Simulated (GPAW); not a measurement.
Records of electronic-structure calculations.

**GaP (F-43m): one start, several treatments of the self-energy**

The structure is cubic, space group F-43m (No. 216). The conventional cell has a = 5.450 Å, b = 5.450 Å, c = 5.450 Å, α = 90.00°, β = 90.00°, γ = 90.00°. Nearest to Ga lie 4 P at 2.36 Å. Nearest to P lie 4 Ga at 2.36 Å. Farther neighbours are not listed.

```yaml
method: DFT, LDA, plane waves, PAW (and 1 further level or step)
program: GPAW 26.7.0
settings_of_one_run: cutoff 450 eV, GPAW PAW setups 1.2.1 data release, 4×4×4 k-mesh, nbands 138
cost: 4 runs, 1.8 min in all on 4 MPI ranks of Arm Neoverse V1, shared host (the runs of this entry)
notes: The cell and positions come from the Crystallography Open Database and are kept as given unless a step says otherwise. Limits: no spin-orbit coupling. Bands and cutoff are finite, so the gap is not at the basis limit. The miss can reach some tenths of an eV and take either sign; the mesh is an error of its own. The 4×4×4 mesh is coarse for this cell, which bears on the long-range parts of exchange and screening.
g0w0_godby_needs_plasmon_pole: 2.192 eV
g0w0_full_frequency_hilbert_transform: 2.227 eV
g0w0_multipole: 2.210 eV
known_limits: not at the basis limit; no spin-orbit coupling; coarse k mesh
```

G0W0, full frequency, Hilbert transform: +0.036 eV against G0W0, Godby-Needs plasmon pole. G0W0, multipole: +0.018 eV against G0W0, Godby-Needs plasmon pole.

[Paths, hosts, dates, memory and timing lines, banners, echoed tables and standing remarks are left out of the program output.]

[Logs are printed without paths, hosts, clocks, repeated set-up lines and the standing remarks that a program may print on its own settings, such as how far it seeks lower states.]

[Runs of the session that timed out or met a known fault of the program may be left out.]

[Hosts, paths, dates, database ids (printed as entryN), source tags and the programs' standing remarks are cut or masked in the printed files.]
